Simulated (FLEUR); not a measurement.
# CdS (Greenockite) (P6_3mc) in FLEUR: notebook

Runs on CdS (Greenockite). Level: LDA exchange alone (X-alpha). Tasks: band structure, equation of state.

Everything below comes from runs of FLEUR MaX-R8.1 (patched build s14). Logs are shortened: lines on timing, memory, paths and dates and some standing lists are left out, and cuts for length are marked.

**What was measured.**

“Isotope dependence of band-gap energy”, 2008, arxiv:0807.2152 quotes, for a bulk crystal of CdS: band gap 2.5809 ± 0.0002 eV.

The runs below are set against these values where they give the same quantity.

## (1) Starting point

The structure is hexagonal, space group P6_3mc (No. 186). The conventional cell has a = 4.150 Å, b = 4.150 Å, c = 6.737 Å, α = 90.00°, β = 90.00°, γ = 120.00°. Around Cd (site symmetry 3m) lie 4 S at 2.53 to 2.54 Å. S (site symmetry 3m) is surrounded by 4 Cd at 2.53 to 2.54 Å.

## (2) Band structure, LDA exchange alone (X-alpha)

inp.xml

```xml
<?xml version="1.0" encoding="UTF-8" standalone="no"?>
<fleurInput fleurInputVersion="0.39">
   <comment>
      CdS                                                                                                 
   </comment>
   <calculationSetup>
      <cutoffs Kmax="4.21" Gmax="13.1" GmaxXC="13.1" numbands="0"/>
      <scfLoop itmax="60" minDistance="0.00001" maxIterBroyd="15" imix="Anderson" alpha="0.05" precondParam="0.0" spinf="2.0"/>
      <coreElectrons ctail="T" frcor="F" kcrel="0" coretail_lmax="0"/>
      <xcFunctional name="x-a" relativisticCorrections="F"/>
      <magnetism jspins="1"/>
      <soc l_soc="F" theta="0.0" phi="0.0" spav="F"/>
      <expertModes spex="0" secvar="F"/>
      <geometryOptimization l_f="F" forcealpha="1.0" forcemix="BFGS" epsdisp="0.00001" epsforce="0.00001"/>
      <ldaU l_linMix="F" mixParam="0.05" spinf="1.0"/>
   </calculationSetup>
   <cell>
      <bzIntegration valenceElectrons="52.0" mode="hist" fermiSmearingEnergy="0.00183747">
         <kPointListSelection listName="default-1"/>
         <!-- k-points included here -->
         <xi:include xmlns:xi="http://www.w3.org/2001/XInclude" href="kpts.xml"> </xi:include>
      </bzIntegration>
      <!-- symmetry operations included here -->
      <xi:include xmlns:xi="http://www.w3.org/2001/XInclude" href="sym.xml"> </xi:include>
      <bulkLattice scale="1.0">
         <bravaisMatrix>
[... 30 lines left out ...]
         <energyParameters s="3" p="3" d="3" f="4"/>
         <lo type="SCLO" l="0" n="3" eDeriv="2"/>
         <lo type="SCLO" l="1" n="3" eDeriv="2"/>
         <lo type="SCLO" l="2" n="3" eDeriv="2"/>
         <lo type="SCLO" l="3" n="4" eDeriv="2"/>
      </species>
   </atomSpecies>
   <atomGroups>
      <atomGroup species="Cadmium (Cd)">
         <relPos label="                   1">-1.000/3.000 1.000/3.000 1.000/2.000</relPos>
         <relPos label="                   2">1.000/3.000 -1.000/3.000 .0000000000</relPos>
         <force calculate="T" relaxXYZ="TTT"/>
      </atomGroup>
      <atomGroup species="Sulfur (S)">
         <relPos label="                   3">-1.000/3.000 1.000/3.000 -1.000/8.000</relPos>
         <relPos label="                   4">1.000/3.000 -1.000/3.000 3.000/8.000</relPos>
         <force calculate="T" relaxXYZ="TTT"/>
      </atomGroup>
   </atomGroups>
   <output dos="F" band="F" slice="F">
      <checks vchk="F" cdinf="F"/>
      <bandDOS minEnergy="-.5*Htr" maxEnergy="0.5*Htr" sigma="0.015" storeEVData="T"/>
      <vacuumDOS vacdos="F" integ="F" star="F" nstars="0" locx1="0.0" locy1="0.0" locx2="0.0" locy2="0.0" nstm="0" tworkf="0.0"/>
      <unfoldingBand unfoldBand="F" supercellX="1" supercellY="1" supercellZ="1"/>
      <plotting iplot="0" polar="F">
         <plot TwoD="T" vec1="  1.0  0.0  0.0" vec2="  0.0  1.0  0.0" vec3="  0.0  0.0  1.0" zero="  0.0  0.0  0.0" file="plot"/>
      </plotting>
      <chargeDensitySlicing numkpt="0" minEigenval="0.0" maxEigenval="0.0" nnne="0" pallst="F"/>
      <specialOutput eonly="F"/>
      <magneticCircularDichroism mcd="F" energyLo="-10.0" energyUp="0.0"/>
   </output>
  <!-- We include the file relax.xml here to enable relaxations (see documentation) -->
  <xi:include xmlns:xi="http://www.w3.org/2001/XInclude" href="relax.xml"> <xi:fallback/> </xi:include>
</fleurInput>
```

crystal.txt

```
CdS
&input cartesian=F /
4.1500000000  0.0000000000  0.0000000000
-2.0750000000  3.5940054257  0.0000000000
0.0000000000  0.0000000000  6.7370000000
1.8897261246
1.0 1.0 1.0

4
48 0.6666666667  0.3333333333  0.5000000000
48 0.3333333333  0.6666666667  0.0000000000
16 0.6666666667  0.3333333333  0.8750000000
16 0.3333333333  0.6666666667  0.3750000000

&kpt div1=7 div2=7 div3=4 gamma=T /
```

inp.xml (bands)

```
<?xml version="1.0" encoding="UTF-8" standalone="no"?>
<fleurInput fleurInputVersion="0.39">
   <comment>
      CdS                                                                                                 
   </comment>
   <calculationSetup>
      <cutoffs Kmax="4.21" Gmax="13.1" GmaxXC="13.1" numbands="0"/>
      <scfLoop itmax="60" minDistance="0.00001" maxIterBroyd="15" imix="Anderson" alpha="0.05" precondParam="0.0" spinf="2.0"/>
      <coreElectrons ctail="T" frcor="F" kcrel="0" coretail_lmax="0"/>
      <xcFunctional name="x-a" relativisticCorrections="F"/>
      <magnetism jspins="1"/>
      <soc l_soc="F" theta="0.0" phi="0.0" spav="F"/>
      <expertModes spex="0" secvar="F"/>
      <geometryOptimization l_f="F" forcealpha="1.0" forcemix="BFGS" epsdisp="0.00001" epsforce="0.00001"/>
      <ldaU l_linMix="F" mixParam="0.05" spinf="1.0"/>
   </calculationSetup>
   <cell>
      <bzIntegration valenceElectrons="52.0" mode="hist" fermiSmearingEnergy="0.00183747">
         <kPointListSelection listName="path-1"/>
         <!-- k-points included here -->
         <xi:include xmlns:xi="http://www.w3.org/2001/XInclude" href="kpts.xml"> </xi:include>
      </bzIntegration>
      <!-- symmetry operations included here -->
      <xi:include xmlns:xi="http://www.w3.org/2001/XInclude" href="sym.xml"> </xi:include>
      <bulkLattice scale="1.0">
         <bravaisMatrix>
[... 31 lines left out ...]
         <lo type="SCLO" l="0" n="3" eDeriv="2"/>
         <lo type="SCLO" l="1" n="3" eDeriv="2"/>
         <lo type="SCLO" l="2" n="3" eDeriv="2"/>
         <lo type="SCLO" l="3" n="4" eDeriv="2"/>
      </species>
   </atomSpecies>
   <atomGroups>
      <atomGroup species="Cadmium (Cd)">
         <relPos label="                   1">-1.000/3.000 1.000/3.000 1.000/2.000</relPos>
         <relPos label="                   2">1.000/3.000 -1.000/3.000 .0000000000</relPos>
         <force calculate="T" relaxXYZ="TTT"/>
      </atomGroup>
      <atomGroup species="Sulfur (S)">
         <relPos label="                   3">-1.000/3.000 1.000/3.000 -1.000/8.000</relPos>
         <relPos label="                   4">1.000/3.000 -1.000/3.000 3.000/8.000</relPos>
         <force calculate="T" relaxXYZ="TTT"/>
      </atomGroup>
   </atomGroups>
   <output dos="F" band="T" slice="F">
      <checks vchk="F" cdinf="F"/>
      <bandDOS minEnergy="-.5*Htr" maxEnergy="0.5*Htr" sigma="0.015" storeEVData="T"/>
      <vacuumDOS vacdos="F" integ="F" star="F" nstars="0" locx1="0.0" locy1="0.0" locx2="0.0" locy2="0.0" nstm="0" tworkf="0.0"/>
      <unfoldingBand unfoldBand="F" supercellX="1" supercellY="1" supercellZ="1"/>
      <plotting iplot="0" polar="F">
         <plot TwoD="T" vec1="  1.0  0.0  0.0" vec2="  0.0  1.0  0.0" vec3="  0.0  0.0  1.0" zero="  0.0  0.0  0.0" file="plot"/>
      </plotting>
      <chargeDensitySlicing numkpt="0" minEigenval="0.0" maxEigenval="0.0" nnne="0" pallst="F"/>
      <specialOutput eonly="F"/>
      <magneticCircularDichroism mcd="F" energyLo="-10.0" energyUp="0.0"/>
   </output>
  <!-- We include the file relax.xml here to enable relaxations (see documentation) -->
  <xi:include xmlns:xi="http://www.w3.org/2001/XInclude" href="relax.xml"> <xi:fallback/> </xi:include>
</fleurInput>
```

Potentials or basis: all-electron, FLAPW.

Command:

```sh
> inpgen -f crystal.txt -profile fastHighL
> # inp.xml edited to the form shown
> fleur
> fleur   # second run, on inp.xml (bands)
```

Log:

```text
Welcome to FLEUR        (www.flapw.de)
      MaX-Release 8.1          (www.max-centre.eu)

 ========== k-point set info ==========
 Selected k-point list: default-1
 k-point list type: mesh
 7 x 7 x 4
 Number of k points: 24

 ------------Calculation Setup---------------------------
 Number of OMP-threads    :            1
 Number of basis functions:         1006
 Approximate size of matrices (H+S) per k-point:         0.030 GB
 --------------------------------------------------------
 Iteration:     1   Distance:       7.75806096 me/bohr^3
 Iteration:     2   Distance:       6.90603588 me/bohr^3
 Iteration:     3   Distance:       3.61764695 me/bohr^3
 Iteration:     4   Distance:       1.44236257 me/bohr^3
 Iteration:     5   Distance:       0.98507994 me/bohr^3
 Iteration:     6   Distance:       0.26293626 me/bohr^3
 Iteration:     7   Distance:       0.21925369 me/bohr^3
 Iteration:     8   Distance:       0.02950644 me/bohr^3
 Iteration:     9   Distance:       0.00501752 me/bohr^3
 Iteration:    10   Distance:       0.00245351 me/bohr^3
 Iteration:    11   Distance:       0.00052234 me/bohr^3
 Iteration:    12   Distance:       0.00022204 me/bohr^3
 Iteration:    13   Distance:       0.00014588 me/bohr^3
 Iteration:    14   Distance:       0.00000746 me/bohr^3

 ********************************************************************
 Run finished successfully
 Stop message:
   all done
 ********************************************************************
```

output (bands):

```text
Welcome to FLEUR        (www.flapw.de)
      MaX-Release 8.1          (www.max-centre.eu)

 ========== k-point set info ==========
 Selected k-point list: path-1
 k-point list type: path
 Number of k points: 60

 ------------Calculation Setup---------------------------
 Number of OMP-threads    :            1
 Number of basis functions:         1012
 Approximate size of matrices (H+S) per k-point:         0.031 GB
 --------------------------------------------------------
 Fermi energy correction for insulators:
 No automatic correction of the Fermi energy has been performed.

 Note: Band structure data (together with different weights) is also stored in the banddos.hdf file.
       A convenient way of extracting and plotting the data from that file is by making use of the

 ********************************************************************
 Run finished successfully
 Stop message:
   Charge density postprocessing done.
 ********************************************************************
```

out.xml (last iteration):

```text
<iteration numberForCurrentRun="   14" overallNumber="   14">
         <energyParameters units="Htr">
            <atomicEP atomType="1" spin="1" branch="5s" branchLowest="-3.52" branchHighest="1.19" value="0.0654308652"/>
            <atomicEP atomType="1" spin="1" branch="5p" branchLowest="-2.09" branchHighest="1.84" value="0.2279555165"/>
            <atomicEP atomType="1" spin="1" branch="4d" branchLowest="-14.09" branchHighest="0.02" value="-0.0730231524"/>
            <atomicEP atomType="1" spin="1" branch="4f" branchLowest="-9.99" branchHighest="2.10" value="0.5451354248"/>
            <loAtomicEP atomType="1" spin="1" branch="4s" branchLowest="-26.53" branchHighest="-3.52" value="-3.5242649221"/>
            <loAtomicEP atomType="1" spin="1" branch="4p" branchLowest="-21.69" branchHighest="-2.09" value="-2.0992105134"/>
            <loAtomicEP atomType="1" spin="1" branch="4p" branchLowest="-21.69" branchHighest="-2.09" value="-2.0992105134"/>
            <loAtomicEP atomType="1" spin="1" branch="4d" branchLowest="-14.09" branchHighest="0.02" value="-0.0830586310"/>
            <loAtomicEP atomType="1" spin="1" branch="4f" branchLowest="-9.99" branchHighest="2.10" value="0.5451334207"/>
            <atomicEP atomType="2" spin="1" branch="3s" branchLowest="-7.28" branchHighest="0.86" value="-0.3242178012"/>
            <atomicEP atomType="2" spin="1" branch="3p" branchLowest="-5.28" branchHighest="1.44" value="-0.0513159065"/>
            <atomicEP atomType="2" spin="1" branch="3d" branchLowest="-9.99" branchHighest="2.05" value="0.1813495411"/>
            <atomicEP atomType="2" spin="1" branch="4f" branchLowest="-9.99" branchHighest="4.94" value="0.3491026495"/>
            <loAtomicEP atomType="2" spin="1" branch="3s" branchLowest="-7.28" branchHighest="0.86" value="-0.3242178012"/>
            <loAtomicEP atomType="2" spin="1" branch="3p" branchLowest="-5.28" branchHighest="1.44" value="-0.0517456391"/>
            <loAtomicEP atomType="2" spin="1" branch="3d" branchLowest="-9.99" branchHighest="2.05" value="0.1813459333"/>
            <loAtomicEP atomType="2" spin="1" branch="4f" branchLowest="-9.99" branchHighest="4.94" value="0.3491014196"/>
         </energyParameters>
         <eigenvalues>
            <eigenvaluesAt spin="1" ikpt="1" k_x="0.00000000" k_y="0.00000000" k_z="0.00000000">
                      -3.5242627169       -3.5242621603       -2.0972263260       -2.0972182851       -2.0972182851
                      -2.0972140034       -2.0972140034       -2.0972029172       -0.2736682672       -0.2563370864
                      -0.0978321819       -0.0969464303       -0.0969464303       -0.0936333129       -0.0936333129
                      -0.0814326841       -0.0814326841       -0.0778433521       -0.0778433521       -0.0659505462
                       0.0126178533        0.1504505317        0.1504505317        0.1778518891        0.1797014155
                       0.1797014155        0.2080881762        0.2685221147        0.4051256097        0.4051256097
                       0.4172946144        0.4457443833        0.4468061443        0.4468061443        0.5313249730
[... 39 lines left out ...]
               <mtCharge atomType="2" total="3.4991983" s="1.2657146" p="2.2089037" d="0.0218443" f="0.0021845"/>
            </mtCharges>
            <spinDependentCharge spin="1" total="52.0000000" interstitial="7.9756477" mtSpheres="44.0243523"/>
            <totalCharge value="52.0000000000"/>
         </valenceDensity>
         <coreStates atomType="     1" atomicNumber=" 48" spin="1" kinEnergy="   5634.7806216744" eigValSum="  -3334.5057484270" lostElectrons=" 0.000000">
            <state n="1" l="0" j="0.5" energy="-972.6266474292" weight="1.0000000000"/>
            <state n="2" l="0" j="0.5" energy="-144.0710123567" weight="1.0000000000"/>
            <state n="2" l="1" j="0.5" energy="-134.1731668133" weight="1.0000000000"/>
            <state n="2" l="1" j="1.5" energy="-127.1112628099" weight="2.0000000000"/>
            <state n="3" l="0" j="0.5" energy="-26.5335655520" weight="1.0000000000"/>
            <state n="3" l="1" j="0.5" energy="-22.5622849603" weight="1.0000000000"/>
            <state n="3" l="1" j="1.5" energy="-21.3014225088" weight="2.0000000000"/>
            <state n="3" l="2" j="1.5" energy="-14.2460478731" weight="2.0000000000"/>
            <state n="3" l="2" j="2.5" energy="-13.9895769061" weight="3.0000000000"/>
         </coreStates>
         <coreStates atomType="     2" atomicNumber=" 16" spin="1" kinEnergy="    385.5763249949" eigValSum="   -221.4833703292" lostElectrons=" 0.000530">
            <state n="1" l="0" j="0.5" energy="-87.5987450201" weight="1.0000000000"/>
            <state n="2" l="0" j="0.5" energy="-7.2828052498" weight="1.0000000000"/>
            <state n="2" l="1" j="0.5" energy="-5.3175079929" weight="1.0000000000"/>
            <state n="2" l="1" j="1.5" energy="-5.2713134509" weight="2.0000000000"/>
         </coreStates>
         <allElectronCharges>
            <spinDependentCharge spin="1" total="128.0000000" interstitial="7.9767018" mtSpheres="120.0232981"/>
            <totalCharge value="127.9999999940"/>
         </allElectronCharges>
         <totalEnergy                                    value="   -11966.4620892250" units="Htr">
            <sumOfEigenvalues                            value="    -7152.7206171215">
               <coreElectrons value="-7111.9782375124"/>
               <valenceElectrons value="-40.7423796091"/>
            </sumOfEigenvalues>
            <densityCoulombPotentialIntegral value="-19220.7174666140"/>
            <densityEffectivePotentialIntegral value="-19669.1826559593"/>
            <chargeDenXCDenIntegral value="-336.3488920267"/>
            <FockExchangeEnergyValence value="0.0000000000"/>
            <FockExchangeEnergyCore value="0.0000000000"/>
            <atomTypeDependentContributions atomType="1">
               <electronNucleiInteractionDifferentMTs value="13544.6796100073"/>
               <MadelungTerm value="-35.9076263602"/>
            </atomTypeDependentContributions>
            <atomTypeDependentContributions atomType="2">
               <electronNucleiInteractionDifferentMTs value="934.5298600195"/>
               <MadelungTerm value="-21.0994063423"/>
            </atomTypeDependentContributions>
            <tkbTimesEntropy value="0.0000002707"/>
            <freeEnergy value="-11966.4620894957"/>
            <extrapolationTo0K value="-11966.4620893604"/>
         </totalEnergy>
         <densityConvergence units="me/bohr^3">
            <chargeDensity spin="1" distance="0.0000074626"/>
         </densityConvergence>
      </iteration>
```

It took 2.7 min on 1 thread of Intel Xeon 6975P-C (Granite Rapids), shared host; peak memory 0.1 GiB.

Results:

```
Free energy                                           : -325624.0219 eV
Band gap on the k mesh                                : 0.77 eV, direct
Band gap along the path                               : 0.77 eV, direct
Valence electrons inside the program's atomic spheres : Cd 18.51; S 3.50 (radii Cd 2.53, S 1.9 bohr)
```

Levels at the corners of the path, in eV from the valence-band top:
| point | band 24 | band 25 | band 26 | band 27 | band 28 | band 29 |
| --- | --- | --- | --- | --- | --- | --- |
| Γ | -0.05 | 0.00 | 0.00 | 0.77 | 2.42 | 6.13 |
| M | -1.95 | -1.38 | -0.76 | 3.38 | 3.51 | 4.72 |
| K | -1.94 | -1.94 | -1.69 | 4.20 | 4.85 | 4.85 |
| Γ | -0.05 | 0.00 | 0.00 | 0.77 | 2.42 | 6.13 |
| A | -0.41 | -0.41 | -0.41 | 2.48 | 2.48 | 5.80 |
| L | -1.39 | -1.38 | -1.38 | 3.08 | 3.08 | 5.06 |
| H | -2.53 | -1.16 | -1.16 | 4.07 | 4.07 | 5.67 |
| A | -0.41 | -0.41 | -0.41 | 2.48 | 2.48 | 5.80 |
| L | -1.39 | -1.38 | -1.38 | 3.08 | 3.08 | 5.06 |
| M | -1.95 | -1.38 | -0.76 | 3.38 | 3.51 | 4.72 |
| K | -1.94 | -1.94 | -1.69 | 4.20 | 4.85 | 4.85 |
| H | -2.53 | -1.16 | -1.16 | 4.07 | 4.07 | 5.67 |

Core levels (eV from the Fermi level):
| atom | levels |
| --- | --- |
| 1 Cd | 1s1/2 -26471.8, 2s1/2 -3925.7, 2p1/2 -3656.3, 2p3/2 -3464.2, 3s1/2 -727.3, 3p1/2 -619.3, 3p3/2 -584.9, 3d3/2 -393.0, 3d5/2 -386.0 |
| 2 Cd | 1s1/2 -26471.8, 2s1/2 -3925.7, 2p1/2 -3656.3, 2p3/2 -3464.2, 3s1/2 -727.3, 3p1/2 -619.3, 3p3/2 -584.9, 3d3/2 -393.0, 3d5/2 -386.0 |
| 3 S | 1s1/2 -2389.0, 2s1/2 -203.5, 2p1/2 -150.0, 2p3/2 -148.7 |
| 4 S | 1s1/2 -2389.0, 2s1/2 -203.5, 2p1/2 -150.0, 2p3/2 -148.7 |

## (3) Equation of state, LDA exchange alone (X-alpha), 23.61 Å³/atom (volume scaled by 0.94)

Changes to inp.xml since step 2:

```diff
@@ -6,3 +6,3 @@
    <calculationSetup>
-      <cutoffs Kmax="4.21" Gmax="13.1" GmaxXC="13.1" numbands="0"/>
+      <cutoffs Kmax="4.35" Gmax="13.5" GmaxXC="13.5" numbands="0"/>
       <scfLoop itmax="60" minDistance="0.00001" maxIterBroyd="15" imix="Anderson" alpha="0.05" precondParam="0.0" spinf="2.0"/>
@@ -24,3 +24,3 @@
       <xi:include xmlns:xi="http://www.w3.org/2001/XInclude" href="sym.xml"> </xi:include>
-      <bulkLattice scale="1.0">
+      <bulkLattice scale="0.9795861087">
          <bravaisMatrix>
@@ -34,3 +34,3 @@
       <species name="Cadmium (Cd)" element="Cd" atomicNumber="48">
-         <mtSphere radius="2.53" gridPoints="837" logIncrement="0.015"/>
+         <mtSphere radius="2.45" gridPoints="837" logIncrement="0.015"/>
          <atomicCutoffs lmax="10" lnonsphr="8"/>
@@ -48,3 +48,3 @@
       <species name="Sulfur (S)" element="S" atomicNumber="16">
-         <mtSphere radius="1.9" gridPoints="629" logIncrement="0.018"/>
+         <mtSphere radius="1.84" gridPoints="629" logIncrement="0.018"/>
          <atomicCutoffs lmax="8" lnonsphr="6"/>
```

Potentials or basis: all-electron, FLAPW.

Command:

```sh
> inpgen -f crystal.txt -profile fastHighL
> # inp.xml edited to the form shown
> fleur
```

Run time: 2.5 min. Hardware: 1 thread of Intel Xeon 6975P-C (Granite Rapids), shared host; peak memory 0.1 GiB.

The run converged. Its results:

- Free energy: -325623.9363 eV
- Band gap on the k mesh: 0.91 eV, direct
- Valence electrons inside the program's atomic spheres: Cd 18.39; S 3.32 (radii Cd 2.45, S 1.84 bohr)

## (4) Equation of state, LDA exchange alone (X-alpha), 24.12 Å³/atom (volume scaled by 0.96)

Changes to inp.xml since step 3:

```diff
@@ -24,3 +24,3 @@
       <xi:include xmlns:xi="http://www.w3.org/2001/XInclude" href="sym.xml"> </xi:include>
-      <bulkLattice scale="0.9795861087">
+      <bulkLattice scale="0.9864848297">
          <bravaisMatrix>
```

Command:

```sh
> inpgen -f crystal.txt -profile fastHighL
> # inp.xml edited to the form shown
> fleur
```

Wall time 2.6 min (1 thread of Intel Xeon 6975P-C (Granite Rapids), shared host); peak memory 0.11 GiB.

Results (log left out):

| Property | Result |
| --- | --- |
| Free energy | -325623.9827 eV |
| Band gap on the k mesh | 0.86 eV, direct |
| Valence electrons inside the program's atomic spheres | Cd 18.36; S 3.31 (radii Cd 2.45, S 1.84 bohr) |

(Part 1 of 2 ends here.)
